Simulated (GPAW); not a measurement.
# AlN (P6_3mc) in GPAW: further runs

One crystal, AlN, is run at these levels: AM05, LDA, PBE; tasks: relaxation of cell and atoms, single point.

Program: GPAW 26.7.0. These are calculated values, not measurements. Logs are shortened: lines on timing, memory, paths and dates and some standing lists are left out, and cuts for length are marked. The log counts tension as positive stress, the text compression.

**Experimental background.**

“Structural and optical properties of self-assembled AlN nanowires grown on SiO2/Si substrates by molecular beam epitaxy”, 2024, arxiv:2402.00216 quotes, for a bulk crystal of AlN at 0 K: band gap 6.0343 eV (an exciton energy, a little under the gap).

How close the calculation comes is told below.

## Step 1: Starting point

Symmetry: P6_3mc, No. 186, hexagonal system. The conventional cell has a = 3.113 Å, b = 3.113 Å, c = 4.981 Å, α = 90.00°, β = 90.00°, γ = 120.00°. Al (site symmetry 3m) has 4 N at 1.89 Å as nearest neighbours. N (site symmetry 3m) is surrounded by 4 Al at 1.89 Å.

## Step 2: Relaxation of cell and atoms, AM05

run.py

```python
from ase.filters import FrechetCellFilter
from ase.io import read, write
from ase.optimize import BFGS
from gpaw import GPAW, PW, setup_paths

setup_paths.insert(0, '.')

atoms = read('AlN.cif')

calc = GPAW(mode=PW(800),
            xc='AM05',
            kpts={'size': (7, 7, 4), 'gamma': True},
            occupations={'name': 'fermi-dirac', 'width': 0.05},
            nbands=18,
            convergence={'density': 1e-06, 'energy': 1e-06, 'eigenstates': 1e-10},
            maxiter=150,
            txt='gpaw.txt')
atoms.calc = calc
opt = BFGS(FrechetCellFilter(atoms), trajectory='relax.traj', logfile='-')
done = opt.run(fmax=0.02, steps=60)
calc.write('gs.gpw')
write('result.traj', atoms)
print('Converged:', done)
print('Cell:', atoms.cell.cellpar().round(4))
print('Volume:', round(atoms.get_volume(), 4))
print(atoms.get_scaled_positions().round(5))
```

AlN.cif

```cif
data_AlN
_cell_length_a 3.11300000
_cell_length_b 3.11300000
_cell_length_c 4.98100000
_cell_angle_alpha 90.00000000
_cell_angle_beta 90.00000000
_cell_angle_gamma 120.00000000
_space_group_name_H-M_alt 'P1'
_space_group_name_Hall 'P 1'
_space_group_IT_number 1
loop_
_space_group_symop_operation_xyz
'x,y,z'
loop_
_atom_site_label
_atom_site_type_symbol
_atom_site_symmetry_multiplicity
_atom_site_Wyckoff_symbol
_atom_site_fract_x
_atom_site_fract_y
_atom_site_fract_z
_atom_site_occupancy
Al1 Al 1 a 0.6666666667 0.3333333333 0.5000000000 1
Al2 Al 1 a 0.3333333333 0.6666666667 0.0000000000 1
N1 N 1 a 0.6666666667 0.3333333333 0.8800000000 1
N2 N 1 a 0.3333333333 0.6666666667 0.3800000000 1
```

Potentials or basis: PAW data sets generated in the run's folder for this functional, pw.

Command:

```bash
$ gpaw-setup -f AM05 Al N
$ OMP_NUM_THREADS=1 python run.py
```

gpaw.txt:

```text
__  _  _
 | _ |_)|_||  |
 |__||  | ||/\| - 26.7.0

Input parameters:
  mode=PW(ecut=800.0),
  convergence={'density': 1e-06, 'energy': 1e-06, 'eigenstates': 1e-10},
  kpts=MonkhorstPack(size=(7, 7, 4), gamma=True),
  maxiter=150,
  nbands=18,
  occupations=Occupations(name='fermi-dirac', width=0.05),
  xc=XC(name='AM05')

Diagonalizing LCAO Hamiltonian
Converting LCAO to pw mode

           N

           Al
        N

        Al

Atoms  # Å, Bohr magnetons
|   | symbol |         x |        y |        z |    initial magnetic moments |
|---|--------|-----------|----------|----------|-----------------------------|
| 0 |     Al |  1.556500 | 0.898646 | 2.490500 | ( 0.0000,  0.0000,  0.0000) |
| 1 |     Al | -0.000000 | 1.797291 | 0.000000 | ( 0.0000,  0.0000,  0.0000) |
| 2 |      N |  1.556500 | 0.898646 | 4.383280 | ( 0.0000,  0.0000,  0.0000) |
| 3 |      N | -0.000000 | 1.797291 | 1.892780 | ( 0.0000,  0.0000,  0.0000) |

Unit cell  # Å
| periodic |         x |        y |        z |  lengths |     angles |
|----------|-----------|----------|----------|----------|------------|
|      yes |  3.113000 | 0.000000 | 0.000000 | 3.113000 |  90.000000 |
|      yes | -1.556500 | 2.695937 | 0.000000 | 3.113000 |  90.000000 |
|      yes |  0.000000 | 0.000000 | 4.981000 | 4.981000 | 120.000000 |

Number of symmetries: 6
Symmetry operations  # r_c * U_cc + t_c -> r_c
|   | kind |            matrix            |
|---|------|------------------------------|
| 0 |  σ   |  1, 1, 0,  0,-1, 0,  0, 0, 1 |
| 1 |  E   |  1, 0, 0,  0, 1, 0,  0, 0, 1 |
| 2 |  C3  |  0, 1, 0, -1,-1, 0,  0, 0, 1 |
| 3 |  σ   |  0,-1, 0, -1, 0, 0,  0, 0, 1 |
| 4 |  σ   | -1, 0, 0,  1, 1, 0,  0, 0, 1 |
| 5 |  C3  | -1,-1, 0,  1, 0, 0,  0, 0, 1 |

BZ-sampling:
  Number of BZ points: 196
  Number of IBZ points: 28

  Monkhorst-Pack size: [7, 7, 4]
  Monkhorst-Pack shift: [0.0, 0.0, 0.125]

K-points  # in reciprocal-cell coordinates
|     |                                coordinates |     weight |
|-----|--------------------------------------------|------------|
|   0 | (  0.00000000,   0.00000000,   0.00000000) | 0.00510204 |
|   1 | (  0.00000000,   0.00000000,   0.25000000) | 0.01020408 |
|   2 | (  0.00000000,   0.00000000,   0.50000000) | 0.00510204 |
|   3 | (  0.14285714,   0.00000000,  -0.25000000) | 0.03061224 |
|   4 | (  0.14285714,   0.00000000,   0.00000000) | 0.03061224 |
|   5 | (  0.14285714,   0.00000000,   0.25000000) | 0.03061224 |
|   6 | (  0.14285714,   0.00000000,   0.50000000) | 0.03061224 |
|   7 | (  0.28571429,  -0.14285714,   0.00000000) | 0.03061224 |
|   8 | (  0.28571429,  -0.14285714,   0.25000000) | 0.06122449 |
|   9 | (  0.28571429,  -0.14285714,   0.50000000) | 0.03061224 |
| ... |                                            |            |
|  27 | (  0.42857143,   0.42857143,   0.50000000) | 0.03061224 |

Plane wave coefficients: 2177
Cutoff: 800.0 eV

Spin-components: 1 (collinear spins)
Bands:           18
Projectors:      20
Spin-degeneracy: 2
Datatype:        complex128
[... 132 lines left out ...]
Fermi level: 7.012
Eigenvalues  # (at kpt = [0.000, 0.000, 0.000])
| band index |      eig [eV] | occ [0-2] |
|------------|---------------|-----------|
|          0 |        -9.029 |     2.000 |
|          1 |        -6.835 |     2.000 |
|          2 |         0.040 |     2.000 |
|          3 |         5.234 |     2.000 |
|          4 |         5.234 |     2.000 |
|          5 |         5.896 |     2.000 |
[... 8 lines left out ...]
|         14 |        19.152 |     0.000 |
|         15 |        19.152 |     0.000 |
|        ... |               |           |
|         17 |        20.742 |     0.000 |

Gap: 4.209 eV
Transition (v -> c):
  (s=0, k=0, n=7, [0.00, 0.00, 0.00]) -> (s=0, k=0, n=8, [0.00, 0.00, 0.00])
No difference between direct/indirect transitions

Stress tensor  # eV/Ang^3
|         x |         y |         z |
|-----------|-----------|-----------|
| -0.004763 |  0.000000 | -0.000000 |
|  0.000000 | -0.004763 |  0.000000 |
| -0.000000 |  0.000000 | -0.013203 |

Forces  # eV/Ang
|        x |       y |        z |
|----------|---------|----------|
|  0.00000 | 0.00000 | -0.13642 |  # Al   0
|  0.00000 | 0.00000 | -0.13643 |  # Al   1
| -0.00000 | 0.00000 |  0.13687 |  # N    2
|  0.00000 | 0.00000 |  0.13652 |  # N    3

Interpolating wave functions to new cell

           N

           Al
        N

        Al

Atoms  # Å, Bohr magnetons
|   | symbol |         x |        y |         z |    initial magnetic moments |
|---|--------|-----------|----------|-----------|-----------------------------|
| 0 |     Al |  1.556777 | 0.898805 |  2.489778 | ( 0.0000,  0.0000,  0.0000) |
| 1 |     Al | -0.000000 | 1.797611 | -0.001950 | ( 0.0000,  0.0000,  0.0000) |
| 2 |      N |  1.556777 | 0.898805 |  4.387397 | ( 0.0000,  0.0000,  0.0000) |
| 3 |      N | -0.000000 | 1.797611 |  1.895664 | ( 0.0000,  0.0000,  0.0000) |

Unit cell  # Å
| periodic |         x |         y |         z |  lengths |     angles |
|----------|-----------|-----------|-----------|----------|------------|
|      yes |  3.113554 | -0.000000 |  0.000000 | 3.113554 |  90.000000 |
|      yes | -1.556777 |  2.696416 | -0.000000 | 3.113554 |  90.000000 |
|      yes |  0.000000 | -0.000000 |  4.983455 | 4.983455 | 120.000000 |

Number of symmetries: 6
Symmetry operations  # r_c * U_cc + t_c -> r_c
|   | kind |            matrix            |
|---|------|------------------------------|
| 0 |  σ   |  1, 1, 0,  0,-1, 0,  0, 0, 1 |
| 1 |  E   |  1, 0, 0,  0, 1, 0,  0, 0, 1 |
| 2 |  C3  |  0, 1, 0, -1,-1, 0,  0, 0, 1 |
| 3 |  σ   |  0,-1, 0, -1, 0, 0,  0, 0, 1 |
| 4 |  σ   | -1, 0, 0,  1, 1, 0,  0, 0, 1 |
| 5 |  C3  | -1,-1, 0,  1, 0, 0,  0, 0, 1 |

BZ-sampling:
  Number of BZ points: 196
  Number of IBZ points: 28

  Monkhorst-Pack size: [7, 7, 4]
  Monkhorst-Pack shift: [0.0, 0.0, 0.125]
[... 392 lines left out ...]
Fermi level: 8.152
Eigenvalues  # (at kpt = [0.000, 0.000, 0.000])
| band index |      eig [eV] | occ [0-2] |
|------------|---------------|-----------|
|          0 |        -9.039 |     2.000 |
|          1 |        -6.859 |     2.000 |
|          2 |         0.036 |     2.000 |
|          3 |         5.197 |     2.000 |
|          4 |         5.197 |     2.000 |
|          5 |         5.856 |     2.000 |
[... 8 lines left out ...]
|         14 |        19.084 |     0.000 |
|         15 |        19.084 |     0.000 |
|        ... |               |           |
|         17 |        20.437 |     0.000 |

Gap: 4.155 eV
Transition (v -> c):
  (s=0, k=0, n=7, [0.00, 0.00, 0.00]) -> (s=0, k=0, n=8, [0.00, 0.00, 0.00])
No difference between direct/indirect transitions

Stress tensor  # eV/Ang^3
|         x |         y |         z |
|-----------|-----------|-----------|
| -0.004585 | -0.000000 | -0.000000 |
| -0.000000 | -0.004585 | -0.000000 |
| -0.000000 | -0.000000 | -0.001927 |

Forces  # eV/Ang
|        x |       y |        z |
|----------|---------|----------|
|  0.00000 | 0.00000 |  0.01006 |  # Al   0
| -0.00000 | 0.00000 |  0.01005 |  # Al   1
| -0.00000 | 0.00000 | -0.00966 |  # N    2
|  0.00000 | 0.00000 | -0.00963 |  # N    3

Interpolating wave functions to new cell

           N

           Al
        N

        Al

Atoms  # Å, Bohr magnetons
|   | symbol |         x |        y |         z |    initial magnetic moments |
|---|--------|-----------|----------|-----------|-----------------------------|
| 0 |     Al |  1.557961 | 0.899489 |  2.489167 | ( 0.0000,  0.0000,  0.0000) |
| 1 |     Al | -0.000000 | 1.798979 | -0.005410 | ( 0.0000,  0.0000,  0.0000) |
| 2 |      N |  1.557961 | 0.899489 |  4.395894 | ( 0.0000,  0.0000,  0.0000) |
| 3 |      N | -0.000000 | 1.798979 |  1.901305 | ( 0.0000,  0.0000,  0.0000) |

Unit cell  # Å
| periodic |         x |        y |        z |  lengths |     angles |
|----------|-----------|----------|----------|----------|------------|
|      yes |  3.115922 | 0.000000 | 0.000000 | 3.115922 |  90.000000 |
|      yes | -1.557961 | 2.698468 | 0.000000 | 3.115922 |  90.000000 |
|      yes |  0.000000 | 0.000000 | 4.989152 | 4.989152 | 120.000000 |

Number of symmetries: 6
Symmetry operations  # r_c * U_cc + t_c -> r_c
|   | kind |            matrix            |
|---|------|------------------------------|
| 0 |  σ   |  1, 1, 0,  0,-1, 0,  0, 0, 1 |
| 1 |  E   |  1, 0, 0,  0, 1, 0,  0, 0, 1 |
| 2 |  C3  |  0, 1, 0, -1,-1, 0,  0, 0, 1 |
| 3 |  σ   |  0,-1, 0, -1, 0, 0,  0, 0, 1 |
| 4 |  σ   | -1, 0, 0,  1, 1, 0,  0, 0, 1 |
| 5 |  C3  | -1,-1, 0,  1, 0, 0,  0, 0, 1 |

BZ-sampling:
  Number of BZ points: 196
  Number of IBZ points: 28

  Monkhorst-Pack size: [7, 7, 4]
  Monkhorst-Pack shift: [0.0, 0.0, 0.125]

K-points  # in reciprocal-cell coordinates
|     |                                coordinates |     weight |
|-----|--------------------------------------------|------------|
|   0 | (  0.00000000,   0.00000000,   0.00000000) | 0.00510204 |
|   1 | (  0.00000000,   0.00000000,   0.25000000) | 0.01020408 |
|   2 | (  0.00000000,   0.00000000,   0.50000000) | 0.00510204 |
|   3 | (  0.14285714,   0.00000000,  -0.25000000) | 0.03061224 |
|   4 | (  0.14285714,   0.00000000,   0.00000000) | 0.03061224 |
|   5 | (  0.14285714,   0.00000000,   0.25000000) | 0.03061224 |
|   6 | (  0.14285714,   0.00000000,   0.50000000) | 0.03061224 |
|   7 | (  0.28571429,  -0.14285714,   0.00000000) | 0.03061224 |
|   8 | (  0.28571429,  -0.14285714,   0.25000000) | 0.06122449 |
|   9 | (  0.28571429,  -0.14285714,   0.50000000) | 0.03061224 |
| ... |                                            |            |
|  27 | (  0.42857143,   0.42857143,   0.50000000) | 0.03061224 |

Plane wave coefficients: 2177
Cutoff: 800.0 eV

Spin-components: 1 (collinear spins)
Bands:           18
Projectors:      20
Spin-degeneracy: 2
Datatype:        complex128
[... 366 lines left out ...]
Eigenvalues  # (at kpt = [0.000, 0.000, 0.000])
| band index |      eig [eV] | occ [0-2] |
|------------|---------------|-----------|
|          0 |        -9.048 |     2.000 |
|          1 |        -6.875 |     2.000 |
|          2 |         0.024 |     2.000 |
|          3 |         5.171 |     2.000 |
|          4 |         5.171 |     2.000 |
|          5 |         5.830 |     2.000 |
[... 8 lines left out ...]
|         14 |        19.031 |     0.000 |
|         15 |        19.031 |     0.000 |
|        ... |               |           |
|         17 |        20.390 |     0.000 |

Gap: 4.130 eV
Transition (v -> c):
  (s=0, k=0, n=7, [0.00, 0.00, 0.00]) -> (s=0, k=0, n=8, [0.00, 0.00, 0.00])
No difference between direct/indirect transitions

Stress tensor  # eV/Ang^3
|         x |         y |         z |
|-----------|-----------|-----------|
| -0.000935 |  0.000000 | -0.000000 |
|  0.000000 | -0.000935 |  0.000000 |
| -0.000000 |  0.000000 |  0.000943 |

Forces  # eV/Ang
|        x |        y |        z |
|----------|----------|----------|
|  0.00000 |  0.00000 |  0.01198 |  # Al   0
|  0.00000 |  0.00000 |  0.01199 |  # Al   1
|  0.00000 |  0.00000 | -0.01159 |  # N    2
| -0.00000 | -0.00000 | -0.01156 |  # N    3

# Writing to gs.gpw (mode='')
```

Run time: 1.9 min. Hardware: 1 thread of Arm Neoverse V1, shared host; peak memory 0.21 GiB.

What came out:

```yaml
Free_energy: -30.3971 eV
Relaxed_volume: 10.51 Å³/atom
Relaxed_cell: a = 3.118 Å, b = 3.118 Å, c = 4.991 Å, α = 90.00°, β = 90.00°, γ = 120.00°
Space_group_after_relaxing_to_0.05_Å: P6_3mc (No. 186)
Energy_gained_by_relaxing: 0.8 meV/atom
Ionic_steps: 5
Pressure_after_relaxing: 0.0 GPa
Largest_force_after_relaxing: 0.012 eV/Å
Band_gap_on_the_k_mesh: 4.13 eV, direct
```

Forces on the atoms (eV/Å):
```
Al   0.000  0.000  0.012
Al   0.000  0.000  0.012
N    0.000  0.000 -0.012
N    0.000  0.000 -0.012
```

Stress tensor (GPa, compression positive):
```
 0.15  0.00  0.00
 0.00  0.15  0.00
 0.00  0.00 -0.15
```

Step by step:
```csv
step,energy change (eV),largest force (eV/Å),pressure (GPa),volume (Å³)
1,0.0000,0.1369,1.21,41.80
2,-0.0013,0.0800,1.02,41.84
3,-0.0025,0.0101,0.59,41.92
4,-0.0027,0.0155,0.45,41.95
5,-0.0032,0.0120,0.05,42.03
```

Final structure:
```xyz
4
Lattice="3.1183 0.0000 0.0000 -1.5592 2.7005 0.0000 0.0000 0.0000 4.9913" Properties=species:S:1:pos:R:3 pbc="T T T"
Al    1.5592    0.9002    2.4903
Al    0.0000    1.8004   -0.0054
N     1.5592    0.9002    4.3978
N     0.0000    1.8004    1.9021
```

Levels at points of the mesh, in eV from the valence-band top:
```csv
k point,band 4,band 5,band 6,band 7,band 8,band 9,band 10,band 11,band 12,band 13
"(0.00, 0.00, 0.00)",-0.89,-0.89,-0.23,-0.23,0.00,4.13,6.54,10.47,10.99,10.99
"(0.00, 0.00, 0.50)",-3.35,-0.57,-0.57,-0.57,-0.57,6.37,6.37,10.17,10.17,11.31
```

Caveat: later steps reuse the first step's grids.

## Step 3: Single point, LDA

run.py

```python
from ase.dft.bandgap import bandgap
from ase.io import read, write
from ase.units import GPa
from gpaw import GPAW, PW

atoms = read('AlN.xyz')

calc = GPAW(mode=PW(600),
            xc='LDA',
            kpts={'size': (8, 8, 5), 'gamma': True},
            occupations={'name': 'fermi-dirac', 'width': 0.05},
            nbands=18,
            convergence={'density': 1e-05, 'energy': 1e-05},
            maxiter=80,
            txt='gpaw.txt')
atoms.calc = calc
energy = atoms.get_potential_energy()
forces = atoms.get_forces()
stress = atoms.get_stress()
calc.write('gs.gpw')
write('result.traj', atoms)
print(f'Energy: {energy:.6f} eV')
print('Forces (eV/A):')
print(forces.round(4))
print('Stress (GPa):', (stress / GPa).round(3))
print('Fermi level:', round(calc.get_fermi_level(), 4), 'eV')
print(f'Gap: {bandgap(calc)[0]:.4f} eV, direct: {bandgap(calc, direct=True)[0]:.4f} eV')
```

AlN.xyz

```xyz
4
Lattice="3.1130000000 0.0000000000 0.0000000000 -1.5565000000 2.6959370820 0.0000000000 0.0000000000 0.0000000000 4.9810000000" Properties=species:S:1:pos:R:3 pbc="T T T"
Al     1.5565000002      0.8986456939      2.4905000000
Al    -0.0000000002      1.7972913881      0.0000000000
N      1.5565000002      0.8986456939      4.3832800000
N     -0.0000000002      1.7972913881      1.8927800000
```

Potentials or basis: the program's PAW data sets (release 1.2.1) made for this functional, pw.

Command:

```bash
$ OMP_NUM_THREADS=1 python run.py
```

gpaw.txt:

```text
__  _  _
 | _ |_)|_||  |
 |__||  | ||/\| - 26.7.0

Input parameters:
  mode=PW(ecut=600.0),
  convergence={'density': 1e-05, 'energy': 1e-05},
  kpts=MonkhorstPack(size=(8, 8, 5), gamma=True),
  maxiter=80,
  nbands=18,
  occupations=Occupations(name='fermi-dirac', width=0.05),
  xc=XC(name='LDA')

Diagonalizing LCAO Hamiltonian
Converting LCAO to pw mode

           N

           Al
        N

        Al

Atoms  # Å, Bohr magnetons
|   | symbol |         x |        y |        z |    initial magnetic moments |
|---|--------|-----------|----------|----------|-----------------------------|
| 0 |     Al |  1.556500 | 0.898646 | 2.490500 | ( 0.0000,  0.0000,  0.0000) |
| 1 |     Al | -0.000000 | 1.797291 | 0.000000 | ( 0.0000,  0.0000,  0.0000) |
| 2 |      N |  1.556500 | 0.898646 | 4.383280 | ( 0.0000,  0.0000,  0.0000) |
| 3 |      N | -0.000000 | 1.797291 | 1.892780 | ( 0.0000,  0.0000,  0.0000) |

Unit cell  # Å
[... 157 lines left out ...]
Energy contributions relative to reference atoms: (reference = -16098.591502)

Energy contributions:
  Kinetic:          32.155730
  Coulomb:         -27.307257
  Zero:             -0.041873
  External:          0.000000
  Xc:              -37.305916
  Entropy:          -0.000000
  Spinorbit:         0.000000
  ----------------------------
  Free energy:     -32.499316
  Extrapolated:    -32.499316

dipole moment: (-0.000000, -0.000001, -6.848917)  # |e|*Ang

Fermi level: 6.782
Eigenvalues  # (at kpt = [0.000, 0.000, 0.000])
| band index |      eig [eV] | occ [0-2] |
|------------|---------------|-----------|
|          0 |        -9.184 |     2.000 |
|          1 |        -6.967 |     2.000 |
|          2 |        -0.185 |     2.000 |
|          3 |         5.018 |     2.000 |
|          4 |         5.018 |     2.000 |
|          5 |         5.672 |     2.000 |
[... 8 lines left out ...]
|         14 |        18.817 |     0.000 |
|         15 |        18.817 |     0.000 |
|        ... |               |           |
|         17 |        20.534 |     0.000 |

Gap: 4.245 eV
Transition (v -> c):
  (s=0, k=0, n=7, [0.00, 0.00, 0.00]) -> (s=0, k=0, n=8, [0.00, 0.00, 0.00])
No difference between direct/indirect transitions

Forces  # eV/Ang
|       x |        y |        z |
|---------|----------|----------|
| 0.00000 |  0.00000 | -0.11974 |  # Al   0
| 0.00000 |  0.00000 | -0.11977 |  # Al   1
| 0.00000 |  0.00000 |  0.11916 |  # N    2
| 0.00000 | -0.00000 |  0.11924 |  # N    3

Stress tensor  # eV/Ang^3
|        x |        y |        z |
|----------|----------|----------|
| 0.069864 | 0.000000 | 0.000000 |
| 0.000000 | 0.069864 | 0.000000 |
| 0.000000 | 0.000000 | 0.059469 |

# Writing to gs.gpw (mode='')
```

Run time: 26 s. Hardware: 1 thread of AMD EPYC 7R43 (Zen 3), shared host; peak memory 0.16 GiB.

Results:

- Free energy: -32.4993 eV
- Pressure: -10.6 GPa
- Largest force: 0.120 eV/Å
- Band gap on the k mesh: 4.25 eV, direct

Forces in eV/Å, atoms in the order of the input:
```
Al   0.000  0.000 -0.120
Al   0.000  0.000 -0.120
N    0.000  0.000  0.119
N    0.000  0.000  0.119
```

Stress tensor (GPa, compression positive):
```
-11.19   0.00   0.00
  0.00 -11.19   0.00
  0.00   0.00  -9.53
```

Caveat: the cutoff is short for stress and forces, so pressures can be off by a GPa or more.

(Continued in part 2 of 2.)
